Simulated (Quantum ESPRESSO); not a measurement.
**Ta: band structure with PBEsol**

Ta:

```
Ta
1.0
    -1.65128    1.65128    1.65128
     1.65128   -1.65128    1.65128
     1.65128    1.65128   -1.65128
Ta
1
Direct
  0.00000 0.00000 0.00000
```

```
Program             : Quantum ESPRESSO 7.5
Task                : band structure
Functional          : PBEsol
Potentials or basis : GBRV 1.5 PBEsol
Cutoff              : 762 eV
Density cutoff      : 6095 eV
k mesh              : 11 × 11 × 11
Occupations         : fermi-dirac, width 0.05 eV
Spin                : no spin polarisation
Mixing beta         : 0.5
Most SCF iterations : 120
SCF threshold       : 2e-10 Ry
```

```
Pressure               : -4.5 GPa
Band gap on the k mesh : none (metal or under the smearing width)
```

Levels at the corners of the path, in eV from the Fermi level:
```
point  band 4  band 5  band 6  band 7  band 8  band 9
    Γ  -33.01   -7.92    0.73    0.73    0.73    4.00
    H  -33.84   -3.80   -3.80    6.86    6.86    6.86
    N  -33.02   -4.38   -1.54    1.61    3.88    4.92
    Γ  -33.01   -7.92    0.73    0.73    0.73    4.00
    P  -33.61   -1.22   -1.22   -1.22    5.09    5.09
    H  -33.84   -3.80   -3.80    6.86    6.86    6.86
    P  -33.61   -1.22   -1.22   -1.22    5.09    5.09
    N  -33.02   -4.38   -1.54    1.61    3.88    4.92
```

Wall time 9.8 s on 2 MPI ranks on Arm Neoverse V1, with other jobs on the host, peak memory 0.22 GiB a rank.

Caveat: spin-orbit coupling is left out, which moves the levels of the heavy elements.
